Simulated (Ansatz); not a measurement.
**Nb (omega (AlB2-type)): energy against volume**

Theory: DFT, RPBE, plane waves (420 eV) with PAW, scalar-relativistic (Ansatz 0.2.0). (PAW data from PBE, frozen cores regenerated.)

The cell is scaled uniformly from the relaxed one, with fractional coordinates and shape fixed. Energies are extrapolated to zero smearing, pressures are those at the given smearing. Magnetic state: spin not included.

A Birch-Murnaghan fit gives V₀ = 18.80 Å³/atom, B₀ = 157 GPa, B₀′ = 3.9.

Problem. What are the energy above the minimum and the pressure at 17.322 Å³/atom?

Solution. 64.7 meV/atom and 15.24 GPa as computed.

Problem. What are the energy above the minimum and the pressure at 18.076 Å³/atom?

Solution. 14.5 meV/atom and 6.87 GPa as computed.

Problem. What are the energy above the minimum and the pressure at 19.582 Å³/atom?

Solution. 15.0 meV/atom and -5.68 GPa as computed.
